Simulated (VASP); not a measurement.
# TaC (Fm-3m) in VASP: a series of runs, part 3 of 3

VASP 6.6.1. The steps go on from the part before.

### Step 6. Relaxation of cell and atoms, LDA

File INCAR:

```
PREC = Accurate ; ENCUT = 600
EDIFF = 1E-7 ; ISMEAR = 0
SIGMA = 0.1 ; LREAL = F
LASPH = T ; NELM = 100
ALGO = Normal ; ISIF = 3
LWAVE = F ; LCHARG = F
GGA = CA ; IBRION = 2
NSW = 90 ; EDIFFG = -0.005
```

File KPOINTS:

```
regular mesh
0
Gamma
  16 16 16
```

File POSCAR:

```
TaC
1.0
    0.0000000000      2.2338976900      2.2338976900
    2.2338976900      0.0000000000      2.2338976900
    2.2338976900      2.2338976900      0.0000000000
Ta C
1 1
Direct
    0.0000000000      0.0000000000      0.0000000000
    0.5000000000      0.5000000000      0.5000000000
```

Potentials or basis: VASP PAW LDA potentials, release 64 (Ta_pv, C).

On the command line:

```bash
> cat potpaw_LDA.64/Ta_pv/POTCAR potpaw_LDA.64/C/POTCAR > POTCAR
> mpirun -np 1 vasp_std > vasp.out
```

OUTCAR:

```text
PREC = Accurate
   ENCUT = 600
   EDIFF = 1E-7
   ISMEAR = 0
   LREAL = F
   LASPH = T
   NELM = 100
   ISIF = 3
   GGA = CA
   IBRION = 2
   NSW = 90
   EDIFFG = -0.005

 ion  position               nearest neighbor table
   1  0.000  0.000  0.000-   2 2.23   2 2.23   2 2.23   2 2.23   2 2.23   2 2.23
   2  0.500  0.500  0.500-   1 2.23   1 2.23   1 2.23   1 2.23   1 2.23   1 2.23

  LATTYP: Found a face centered cubic cell.
 ALAT       =     4.4677953800

  Lattice vectors:

 A1 = (   0.0000000000,   2.2338976900,   2.2338976900)
 A2 = (   2.2338976900,   0.0000000000,   2.2338976900)
 A3 = (   2.2338976900,   2.2338976900,   0.0000000000)

Analysis of symmetry for initial positions (statically):
=====================================================================
 Subroutine PRICEL returns:
 Original cell was already a primitive cell.

 Routine SETGRP: Setting up the symmetry group for a
 face centered cubic supercell.

 Subroutine GETGRP returns: Found 48 space group operations
 (whereof 48 operations were pure point group operations)
 out of a pool of 48 trial point group operations.

The static configuration has the point symmetry O_h .

Analysis of symmetry for dynamics (positions and initial velocities):
=====================================================================
 Subroutine PRICEL returns:
 Original cell was already a primitive cell.

 Routine SETGRP: Setting up the symmetry group for a
 face centered cubic supercell.

 Subroutine GETGRP returns: Found 48 space group operations
 (whereof 48 operations were pure point group operations)
 out of a pool of 48 trial point group operations.

The dynamic configuration has the point symmetry O_h .

 Subroutine INISYM returns: Found 48 space group operations
 (whereof 48 operations are pure point group operations),
 and found     1 'primitive' translations

----------------------------------------------------------------------------------------

                                     Primitive cell

  volume of cell :      22.2956

  direct lattice vectors                    reciprocal lattice vectors
     0.000000000  2.233897690  2.233897690    -0.223824037  0.223824037  0.223824037
     2.233897690  0.000000000  2.233897690     0.223824037 -0.223824037  0.223824037
     2.233897690  2.233897690  0.000000000     0.223824037  0.223824037 -0.223824037

  length of vectors
     3.159208410  3.159208410  3.159208410     0.387674605  0.387674605  0.387674605

  position of ions in fractional coordinates (direct lattice)
     0.000000000  0.000000000  0.000000000
     0.500000000  0.500000000  0.500000000

  ion indices of the primitive-cell ions
   primitive index   ion index
                 1           1
                 2           2

----------------------------------------------------------------------------------------

 KPOINTS: regular mesh

Automatic generation of k-mesh.
 Grid dimensions read from file:
 generate k-points for:   16   16   16

 Generating k-lattice:

[... 51 lines left out ...]
 SYSTEM =  unknown system
   PREC   = accura    normal or accurate (medium, high low for compatibility)
   ISTART =      0    job   : 0-new  1-cont  2-samecut
   ICHARG =      2    charge: 1-file 2-atom 10-const
   ISPIN  =      1    spin polarized calculation?
   LNONCOLLINEAR =      F non collinear calculations
   LSORBIT =      F    spin-orbit coupling
   LASPH  =      T    aspherical Exc in radial PAW
   ENCUT  =  600.0 eV  44.10 Ry    6.64 a.u.   6.31  6.31  6.31*2*pi/ulx,y,z
   NELM   =    100;   NELMIN=  2; NELMDL= -5     # of ELM steps
   EDIFF  = 0.1E-06   stopping-criterion for ELM
   LREAL  =      F    real-space projection
   EDIFFG = -.5E-02   stopping-criterion for IOM
   NSW    =     90    number of steps for IOM
   IBRION =      2    ionic relax: 0-MD 1-quasi-New 2-CG
   NFREE  =      1    steps in history (QN), initial steepest desc. (CG)
   ISIF   =      3    stress and relaxation
   ISYM   =      2    0-nonsym 1-usesym 2-fastsym
   POTIM  = 0.5000    time-step for ionic-motion
   TEBEG  =    0.0;   TEEND  =   0.0 temperature during run
   PSTRESS=    0.0 pullay stress
   NELECT =      15.0000    total number of electrons
   NUPDOWN=      -1.0000    fix difference up-down
   EMIN   =  10.00;   EMAX   =-10.00  energy-range for DOS
   EFERMI =   0.00;   METHOD = LEGACY
   ISMEAR =     0;   SIGMA  =   0.10  broadening in eV -4-tet -1-fermi 0-gaus
   EFERMI_NEDOS =   21; number of points for ismear=-14 and -15
   IALGO  =     38    algorithm
   IMIX   =      4    mixing-type and parameters
     AMIX     =   0.40;   BMIX     =  1.00
     AMIX_MAG =   1.60;   BMIX_MAG =  1.00
  volume/ion in A,a.u.               =      11.15        75.23
  Fermi-wavevector in a.u.,A,eV,Ry     =   1.434494  2.710800 27.997689  2.057772
  Thomas-Fermi vector in A             =   2.553896
   LORBIT       =      0    0 simple, 1 ext, 2 COOP (PROOUT), +10 PAW based schemes
   GGA     = CA    functional components
   LHFCALC =     F    Hartree Fock is set to
   AEXX    =    0.0000 exact exchange contribution
   IVDW    =     0    specifies the selected vdW correction
   LEPSILON=     F    determine dielectric tensor
   LRPA    =     F    only Hartree local field effects (RPA)
 conjugate gradient relaxation of ions
 non-spin polarized calculation
 Gauss-broadening in eV      SIGMA  =   0.10
  energy-cutoff  :      600.00
  volume of cell :       22.30
 maximum number of plane-waves:       757
 NGX is ok and might be reduce to    28
   NGX = 13   NGY = 13   NGZ = 13

--------------------------------------- Ionic step        1  -------------------------------------------

 number of electron      15.0000000 magnetization

 Free energy of the ion-electron system (eV)
  ---------------------------------------------------
  ext. energy  EPLUGINS =         0.00000000
  ---------------------------------------------------
  free energy    TOTEN  =       -24.27300141 eV

  energy without entropy =      -24.27123205  energy(sigma->0) =      -24.27211673

------------------------ aborting loop because EDIFF is reached ----------------------------------------

  FORCE on cell =-STRESS in cart. coord.  units (eV):
  Direction    XX          YY          ZZ          XY          YZ          ZX
  --------------------------------------------------------------------------------------
  -------------------------------------------------------------------------------------
  Total       -1.4790271     -1.4790271     -1.4790271     -0.0000000      0.0000000      0.0000000
  in kB     -106.2837511   -106.2837511   -106.2837511     -0.0000000      0.0000000      0.0000000
  external PRESSURE =    -106.2837511 kB  Pullay stress =       0.0000000 kB
[... 95 lines left out ...]
--------------------------------------- Ionic step        4  -------------------------------------------

 number of electron      14.9999999 magnetization

 Free energy of the ion-electron system (eV)
  ---------------------------------------------------
  ext. energy  EPLUGINS =         0.00000000
  ---------------------------------------------------
  free energy    TOTEN  =       -24.29672490 eV

  energy without entropy =      -24.29500070  energy(sigma->0) =      -24.29586280

 E-fermi :   8.5045     XC(G=0): -13.4982

 val. band max:        8.4824884314   @ k =   0.4375   0.1875   0.0625
 cond. band min:       8.5194468308   @ k =   0.1250   0.0625   0.0000
 fundamental gap:      0.0369583994
 Fermi energy:         8.5044949782

 k-point     1 :       0.0000    0.0000    0.0000
  band No.  band energies     occupation
      1     -26.2483      2.00000
      2     -26.2483      2.00000
      3     -26.2483      2.00000
      4      -6.2387      2.00000
      5       7.1293      2.00000
      6       7.1293      2.00000
      7       7.1293      2.00000
      8       8.0996      2.00000
      9       8.0996      2.00000
     10       8.0996      2.00000
     11       9.1914      0.00000
[... 309 lines left out ...]
 k-point    24 :      -0.0625    0.0625    0.0000
  band No.  band energies     occupation
      1     -26.3253      2.00000
      2     -26.2699      2.00000
      3     -26.2507      2.00000
      4      -5.9343      2.00000
      5       6.0590      2.00000
      6       6.2189      2.00000
      7       6.3797      2.00000
      8       7.3021      2.00000
      9       8.2521      1.99964
     10       8.8818      0.00000
     11      10.2196      0.00000

 [... further k-points ...]

------------------------ aborting loop because EDIFF is reached ----------------------------------------

  FORCE on cell =-STRESS in cart. coord.  units (eV):
  Direction    XX          YY          ZZ          XY          YZ          ZX
  --------------------------------------------------------------------------------------
  -------------------------------------------------------------------------------------
  Total       -0.0044876     -0.0044876     -0.0044876     -0.0000000      0.0000000      0.0000000
  in kB       -0.3328452     -0.3328452     -0.3328452     -0.0000000      0.0000000      0.0000000
  external PRESSURE =      -0.3328452 kB  Pullay stress =       0.0000000 kB
[... 17 lines left out ...]
  FREE ENERGIE OF THE ION-ELECTRON SYSTEM (eV)
  ---------------------------------------------------
  free  energy   TOTEN  =       -24.2967249024 eV

  energy  without entropy=      -24.2950007021  energy(sigma->0) =      -24.29586280

 reached required accuracy - stopping structural energy minimisation
```

OSZICAR:

```text
N       E                     dE             d eps       ncg     rms          rms(c)
DAV:   1     0.843835423825E+02    0.84384E+02   -0.90451E+03  3190   0.148E+03
DAV:   2    -0.243226454354E+02   -0.10871E+03   -0.10485E+03  3692   0.337E+02
[... 31 lines left out ...]
   3 F= -.24296705E+02 E0= -.24295842E+02  d E =-.237031E-01
       N       E                     dE             d eps       ncg     rms          rms(c)
DAV:   1    -0.242967680150E+02   -0.63485E-04   -0.15124E-03  3223   0.563E-01    0.757E-02
DAV:   2    -0.242967339128E+02    0.34102E-04   -0.51498E-05  3262   0.952E-02    0.275E-02
DAV:   3    -0.242967252115E+02    0.87013E-05   -0.17870E-05  3403   0.492E-02    0.378E-03
DAV:   4    -0.242967248800E+02    0.33156E-06   -0.10477E-06  3851   0.128E-02    0.366E-03
DAV:   5    -0.242967249024E+02   -0.22422E-07   -0.82780E-08  1942   0.299E-03
   4 F= -.24296725E+02 E0= -.24295863E+02  d E =-.237235E-01
```

Run time: 74 s. Hardware: 1 thread of AMD EPYC 9R14 (Zen 4), shared host; peak memory 0.16 GiB.

Results:

* Free energy: -24.2967 eV
* Relaxed volume: 10.80 Å³/atom
* Relaxed cell: a = 3.126 Å, b = 3.126 Å, c = 3.126 Å, α = 60.00°, β = 60.00°, γ = 60.00°
* Space group after relaxing (to 0.05 Å): Fm-3m (No. 225)
* Energy gained by relaxing: 11.9 meV/atom
* Ionic steps: 4
* Pressure after relaxing: 0.0 GPa
* Band gap on the k mesh: none (metal or under the smearing width)

Step by step:
| step | energy change (eV) | largest force (eV/Å) | pressure (GPa) | volume (Å³) |
| --- | --- | --- | --- | --- |
| 1 | 0.0000 | 0.0000 | -10.63 | 22.30 |
| 2 | 0.1291 | 0.0000 | 32.59 | 19.99 |
| 3 | -0.0237 | 0.0000 | -0.33 | 21.62 |
| 4 | -0.0237 | 0.0000 | -0.03 | 21.60 |

Final structure:
```cif
data_structure
_symmetry_space_group_name_H-M 'P 1'
_symmetry_Int_Tables_number 1
_cell_length_a 3.1261
_cell_length_b 3.1261
_cell_length_c 3.1261
_cell_angle_alpha 60.000
_cell_angle_beta 60.000
_cell_angle_gamma 60.000
_cell_volume 21.60
loop_
_atom_site_label
_atom_site_type_symbol
_atom_site_fract_x
_atom_site_fract_y
_atom_site_fract_z
_atom_site_occupancy
Ta1 Ta 0.00000 0.00000 0.00000 1
C1 C 0.50000 0.50000 0.50000 1
```

Levels at points of the mesh, in eV from the Fermi level:
```csv
k point,band 6,band 7,band 8,band 9,band 10,band 11
"(0.00, 0.00, 0.00)",-1.38,-1.38,-0.40,-0.40,-0.40,0.69
"(0.50, 0.00, 0.00)",-5.55,-5.55,2.81,2.81,3.84,5.64
"(0.50, 0.50, 0.00)",-4.47,-1.65,-1.65,2.71,4.23,4.23
```

Spin-orbit coupling is left out, which matters for the levels of Ta.

### Step 7. Summary

| level | potentials or basis | cutoff (eV) | gap on the mesh (eV) | pressure (GPa) | relaxed volume (Å³/atom) |
| --- | --- | --- | --- | --- | --- |
| PBEsol | VASP PAW PBE potentials, release 64 (Ta, C) | 580 | none | 0.0 | 10.95 |
| PBEsol | VASP PAW PBE potentials, release 64 (Ta_pv, C_s) | 480 | none | 0.0 | 10.96 |
| RPBE | VASP PAW PBE potentials, release 64 (Ta_pv, C) | 600 | none | 0.0 | 11.37 |
| PBEsol | VASP PAW PBE potentials, release 64 (Ta_pv, C) | 600 | none | 0.0 | 10.96 |
| LDA | VASP PAW LDA potentials, release 64 (Ta_pv, C) | 600 | none | 0.0 | 10.80 |

Alike in all rows: task relaxation of cell and atoms; no spin polarisation; cell relaxed; k mesh 16 × 16 × 16; smearing gaussian 0.1 eV.

Caveats: the PAW data sets were made with another functional, which shifts forces and pressure a little (some runs).

Total energies depend on the potentials used, so only differences within one code and one set of settings carry meaning.
